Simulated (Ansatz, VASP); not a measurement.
## Ti in VASP and in Ansatz

```xyz
1
Lattice="2.5954 0.0000 0.0000 0.0000 2.5954 0.0000 0.0000 0.0000 2.5954" Properties=species:S:1:pos:R:3 pbc="T T T"
Ti    0.0000    0.0000    0.0000
```

Alike in both runs: task single point; functional revPBE; k mesh 13 × 13 × 13; occupations fermi-dirac, width 0.1 eV; no spin polarisation.

|  | VASP | Ansatz |
| --- | --- | --- |
| version | VASP 6.6.1 | Ansatz 0.2.0 |
| potentials or method | VASP PAW PBE potentials, release 64 (Ti_sv) | plane waves (420 eV) with PAW, scalar-relativistic |
| plane-wave cutoff (eV) | 520 | 420 |
| valence electrons in the cell | 12 | 12 |

Ansatz gave:

| Item | Value |
| --- | --- |
| pressure (GPa) | 7.0 |

**Question.** What did VASP give for the same quantities?

**Answer.** Pressure (GPa): 6.8.

Caveats: the PAW data sets were made with another functional, which shifts forces and pressure a little (VASP).
